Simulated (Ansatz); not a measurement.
## Pressure series of CdTe (F-43m)

```xyz
2
Lattice="3.2050 3.2050 0.0000 -3.2050 3.2050 0.0000 0.0000 3.2050 3.2050" Properties=species:S:1:pos:R:3 pbc="T T T"
Cd    0.0000    0.0000    0.0000
Te    1.6025    4.8075    1.6025
```

This is the zero-pressure cell under LDA. Cell and atoms are relaxed by PAW (default files of Ansatz 0.2.0, cutoff 420 eV, stress met within about 0.05 GPa) at each pressure, in this structure whether or not another phase would take over; P is the pressure reached, less that of this cell. Levels come from LDA, all-electron LAPW in Ansatz 0.2.0, scalar-relativistic; k mesh 6×6×6, fixed occupations, basis error target 0.5 meV/atom. Conduction levels are in eV over the valence top (at Γ), at fixed fractional wave vectors. Zone-centre phonons come from finite displacements by PAW, without the LO-TO term.

| P (GPa) | V/V₀ | Γ | L | X | T2 TO (cm⁻¹) |
| --- | --- | --- | --- | --- | --- |
| -1.98 | 1.0497 | 0.462 | 1.623 | 2.485 | 135.3 |
| 0.00 | 1.0000 | 0.607 | 1.671 | 2.382 | 147.8 |
| 2.02 | ? | ? | ? | ? | ? |
| 4.03 | 0.9297 | 0.831 | 1.738 | 2.210 | 167.7 |
| 6.99 | 0.8916 | 0.961 | 1.773 | 2.103 | 179.8 |
| 10.04 | 0.8597 | 1.074 | 1.802 | 2.004 | 190.7 |
| 15.00 | 0.8181 | 1.227 | 1.837 | 1.862 | 206.2 |

Q: Fit the third-order Birch-Murnaghan equation to the rows shown.

A: With f = [(V₀/V)^(2/3) − 1]/2, the normalised pressure F = P/[3f(1 + 2f)^(5/2)] is 44.9 GPa at f = -0.0159, 47.7 GPa at f = 0.0249, 48.4 GPa at f = 0.0398, 49.1 GPa at f = 0.0530, 50.0 GPa at f = 0.0716. The line F = B₀[1 + (3/2)(B′ − 4)f] gives B₀ = 46.0 GPa and B′ = 4.8.

Q: What are the volume deformation potentials and pressure coefficients of these levels at zero pressure?

A: 

```
level  dE/dlnV (eV)  dE/dP = −(dE/dlnV)/B₀ (meV/GPa)  mean slope up to 4.0 GPa (meV/GPa)
    Γ         -3.03                             66.0                                55.7
    L         -0.96                             20.9                                16.6
    X          2.22                            -48.3                               -42.6
```

dE/dlnV is the slope of a cubic fit in ln V at V₀. The last column is read from two rows and shows how the slope bends with pressure.

Q: What mode Grüneisen parameters follow?

A: γ = −d ln ω/d ln V at V₀ from a quadratic fit in ln V: T2 1.78.

Q: Fill the row at 2.02 GPa.

A: The fits give V/V₀ = 0.9609 and Γ = 0.729 eV. Computed: V/V₀ = 0.9613, Γ = 0.728, L = 1.708, X = 2.291, T2 TO (cm⁻¹) = 158.4.

Known limits: no other phase was computed; many crystals of this kind change structure within this range, and rows or crossings beyond such a change describe a metastable lattice; no spin-orbit coupling on heavy atoms; the frozen-core PAW files of the relaxations were fitted under PBE, their cores solved anew for this functional; semilocal gaps are low, and the spacing of valleys can be off by tenths of an eV; levels are read at fixed fractional k, so an edge that moves off these points is missed.
